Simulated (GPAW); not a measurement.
The system is AlCo.

```
Co Al
1.0
     2.81940    0.00000    0.00000
     0.00000    2.81940    0.00000
     0.00000    0.00000    2.81940
Co Al
1 1
Direct
  0.50000 0.50000 0.50000
  0.00000 0.00000 0.00000
```

The cell is a database's computed one.

Base run:

| Item | Value |
| --- | --- |
| Program | GPAW 26.7.0 |
| Functional | PBEsol |
| Potentials or basis | PAW data sets generated in the run's folder for this functional |
| Cutoff | 600 eV |
| Basis | pw |
| k mesh | 9 × 9 × 9 |
| Occupations | fermi-dirac, width 0.05 eV |
| Spin | collinear spin, ferromagnetic start |
| Starting moments | [2.0, 0.0] μB |
| Hubbard terms | Co d U = 8 eV |

Its results: pressure 32.7 GPa; net moment 1.59 μB per cell; site moments Co +1.73; Al -0.07 μB.

**Question.** The run is repeated on the same cell with these changes: hubbard terms from Co d U = 8 eV to Co d U = 3 eV. What comes out?

**Answer.** Pressure 0.9 GPa; net moment 0.24 μB per cell; site moments Co +0.39; Al -0.03 μB.

Caveats: the U is typed as a test and isn't derived for this compound; a pressure of tens of GPa on the cell as given is suspect, and the run, the potentials or the cell itself is likely at fault (some runs).

Not every run made on this cell is shown here.
